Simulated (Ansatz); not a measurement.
# TiO2: the cost of one run

Method: DFT PBEsol, scalar-relativistic, plane waves, PAW, in Ansatz 0.2.0.

2 further runs of the same task are left out: 2 set aside as unsound or not needed.

## 1. The starting structure

The structure is tetragonal, space group P4_2/mnm (No. 136). The conventional cell has a = 4.591 Å, b = 4.591 Å, c = 2.939 Å, α = 90.00°, β = 90.00°, γ = 90.00°. Ti (site symmetry mmm) has 6 O at 1.94 to 1.98 Å as nearest neighbours. Around O (site symmetry m2m) lie 3 Ti at 1.94 to 1.98 Å.

As a file:

```cif
data_structure
_symmetry_space_group_name_H-M 'P 1'
_symmetry_Int_Tables_number 1
_cell_length_a 4.5909
_cell_length_b 4.5909
_cell_length_c 2.9392
_cell_angle_alpha 90.000
_cell_angle_beta 90.000
_cell_angle_gamma 90.000
_cell_volume 61.95
loop_
_atom_site_label
_atom_site_type_symbol
_atom_site_fract_x
_atom_site_fract_y
_atom_site_fract_z
_atom_site_occupancy
Ti1 Ti 0.00000 0.00000 0.00000 1
Ti2 Ti 0.50000 0.50000 0.50000 1
O1 O 0.30441 0.30441 0.00000 1
O2 O 0.19559 0.80441 0.50000 1
O3 O 0.69559 0.69559 0.00000 1
O4 O 0.80441 0.19559 0.50000 1
```

It is the result of an earlier relaxation at this level (volume 10.32 Å³/atom; gap on the mesh: 1.87 eV).

## 2. Next: the [001] wire, 27 host atoms a period

The wire is cut from the relaxed crystal, periodic along c with vacuum across. Atoms and period relax; energies count from the bulk, -1199.9345 eV an atom.

The cell holds 9 Ti, 18 O: a = 20.000 Å, b = 20.300 Å, c = 2.939 Å, α = 90.00°, β = 90.00°, γ = 90.00°.

## 3. The relaxation run

Pressure and volume refer to the whole cell with its vacuum; only the period along c may change.

input.yaml reads:

```yaml
crystal:
  lattice:
    - [20.0, 0.0, 0.0]
    - [0.0, 20.3, 0.0]
    - [0.0, 0.0, 2.9392264225]
  atoms:
    - { symbol: Ti, position: [0.2704565587, 0.5, 0.0] }
    - { symbol: Ti, position: [0.5, 0.2738488263, 0.0] }
    - { symbol: Ti, position: [0.5, 0.5, 0.0] }
    - { symbol: Ti, position: [0.5, 0.7261511737, 0.0] }
    - { symbol: Ti, position: [0.7295434413, 0.5, 0.0] }
    - { symbol: Ti, position: [0.3852282794, 0.3869244132, 0.5] }
    - { symbol: Ti, position: [0.3852282794, 0.6130755868, 0.5] }
    - { symbol: Ti, position: [0.6147717206, 0.3869244132, 0.5] }
    - { symbol: Ti, position: [0.6147717206, 0.6130755868, 0.5] }
    - { symbol: O, position: [0.340331899, 0.3426915261, 0.0] }
    - { symbol: O, position: [0.340331899, 0.5688426998, 0.0] }
    - { symbol: O, position: [0.5698753403, 0.3426915261, 0.0] }
    - { symbol: O, position: [0.5698753403, 0.5688426998, 0.0] }
    - { symbol: O, position: [0.3153529391, 0.455767113, 0.5] }
    - { symbol: O, position: [0.5448963803, 0.2296159393, 0.5] }
    - { symbol: O, position: [0.5448963803, 0.455767113, 0.5] }
    - { symbol: O, position: [0.5448963803, 0.6819182866, 0.5] }
    - { symbol: O, position: [0.7744398216, 0.455767113, 0.5] }
    - { symbol: O, position: [0.4301246597, 0.4311573002, 0.0] }
    - { symbol: O, position: [0.4301246597, 0.6573084739, 0.0] }
    - { symbol: O, position: [0.659668101, 0.4311573002, 0.0] }
    - { symbol: O, position: [0.659668101, 0.6573084739, 0.0] }
    - { symbol: O, position: [0.2255601784, 0.544232887, 0.5] }
    - { symbol: O, position: [0.4551036197, 0.3180817134, 0.5] }
    - { symbol: O, position: [0.4551036197, 0.544232887, 0.5] }
    - { symbol: O, position: [0.4551036197, 0.7703840607, 0.5] }
    - { symbol: O, position: [0.6846470609, 0.544232887, 0.5] }
basis:
  ecutwfc: 420
kpoints:
  mp_grid: { grid: [1, 1, 11] }
hamiltonian:
  xc: pbesol
scf:
  occupations: { method: gaussian, width: 0.05 }
output:
  forces: true
  stress: true
  eigenvalues: true
  populations: true
  write_density: true
  write_potential: true
  elf: true
  volumetric_format: npy
relax:
  adjacent_minimum: "off"
  f_tol: 0.02
  max_steps: 45
  cell: { fix: [a, b, alpha, beta, gamma], stress_tol: 0.03 }
```

The run is started by

```console
$ ansatz run input.yaml --threads 4 --pin off --max-ram 11264MiB --backend cpu --events-out ev --progress --plain --runs-dir out
```

**Question.** How long does this run take on 4 threads of Arm Neoverse V2, shared host, and how much memory does it need?

About 6.1 min, with a peak of 3.9 GiB.
